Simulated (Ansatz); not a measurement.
Input and command of a plane-wave DFT calculation in Ansatz:

```yaml
crystal:
  lattice:
    - [-1.5802194352, 1.5802194352, -1.5802194352]
    - [-1.5802194352, -1.5802194352, 1.5802194352]
    - [0.0, 6.8512078265, 6.8512078265]
  atoms:
    - { symbol: Mo, position: [0.0, 0.0, 0.8072690485] }
    - { symbol: Mo, position: [0.5, 0.5, 0.1153241498] }
    - { symbol: Mo, position: [0.0, 0.0, 0.3459724493] }
    - { symbol: Mo, position: [0.5, 0.5, 0.5766207489] }
basis:
  ecutwfc: 420
kpoints:
  mp_grid: { grid: [23, 23, 7] }
hamiltonian:
  xc: pbe
scf:
  occupations: { method: gaussian, width: 0.15 }
output:
  forces: true
  stress: true
  eigenvalues: true
```

```bash
ansatz run input.yaml --threads 2 --pin off --max-ram 5120MiB --backend cpu --events-out ev --progress --plain --runs-dir out
```

Processor: Arm Neoverse V1, 2 threads, on a host shared with other jobs.

Estimate time, memory and problem size.

About 41 s on 2 threads of Arm Neoverse V1, on a shared host, peak memory 1.2 GiB. It solves 34 bands at 576 k points (the mesh reduced by symmetry) with about 1355 plane waves, in 7 SCF iterations.
